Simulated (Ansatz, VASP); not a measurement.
This is a calculation of CdS (Greenockite) for Ansatz 0.2.0. 

Contents of input.yaml:

```yaml
crystal:
  lattice:
    - [4.15, 0.0, 0.0]
    - [-2.075, 3.5940054257, 0.0]
    - [0.0, 0.0, 6.737]
  atoms:
    - { symbol: Cd, position: [0.6666666667, 0.3333333333, 0.5] }
    - { symbol: Cd, position: [0.3333333333, 0.6666666667, 0.0] }
    - { symbol: S, position: [0.6666666667, 0.3333333333, 0.875] }
    - { symbol: S, position: [0.3333333333, 0.6666666667, 0.375] }
hamiltonian:
  xc: pbe
  pseudopotentials: { kind: paw }
kpoints:
  mp_grid: { grid: [7, 7, 4] }
scf:
  occupations: { method: gaussian, width: 0.025 }
output:
  forces: true
  stress: true
  eigenvalues: true
```

Potentials or basis: Ansatz PAW.

Command:

```sh
$ ansatz run input.yaml --threads 2 --pin off --max-ram 5632MiB --backend cpu --events-out ev --progress --plain --runs-dir out
```

Problem. Set up the same calculation for VASP 6.6.1. Potentials or basis there: PBE PAW files Cd, S, 520 eV.

Solution. As run (cutoffs and basis follow the program's own potentials, and thresholds, step limits or extra output files can differ):

Contents of INCAR:

```
PREC     = Accurate       # precision mode
ENCUT    = 520            # plane-wave cutoff, eV
EDIFF    = 1E-6           # SCF threshold, eV
ISMEAR   = 0              # smearing method
SIGMA    = 0.025          # smearing width, eV
LREAL    = False          # projectors in reciprocal space
LASPH    = True           # aspherical terms in the spheres
NELM     = 60             # most SCF steps
ALGO     = Normal         # electronic algorithm
ISIF     = 2              # what is computed and relaxed
LWAVE    = False          # write WAVECAR
LCHARG   = False          # write CHGCAR
GGA      = PE             # functional
```

KPOINTS

```
regular mesh
0
Gamma
  7 7 4
```

Contents of POSCAR:

```
CdS
1.0
    4.1500000000      0.0000000000      0.0000000000
   -2.0750000000      3.5940054257      0.0000000000
    0.0000000000      0.0000000000      6.7370000000
Cd S
2 2
Direct
    0.6666666667      0.3333333333      0.5000000000
    0.3333333333      0.6666666667      0.0000000000
    0.6666666667      0.3333333333      0.8750000000
    0.3333333333      0.6666666667      0.3750000000
```

Potentials or basis: VASP PAW PBE potentials, release 64 (Cd, S).

Run with:

```console
$ cat potpaw_PBE.64/Cd/POTCAR potpaw_PBE.64/S/POTCAR > POTCAR
$ mpirun -np 1 vasp_std > vasp.out
```

Both were run:

|  | Ansatz | VASP |
| --- | --- | --- |
| Pressure | 2.1 GPa | 2.4 GPa |
| Largest force | 0.068 eV/Å | 0.069 eV/Å |

Ansatz's pressure holds a Pulay term of +0.04 GPa for its cutoff of 420 eV, which the other run lacks.

The potentials hold 52 and 36 valence electrons a cell.

Where Ansatz's input types no cutoff or centring, it takes its own default and a Γ-centred mesh.

Pressure is positive in compression.
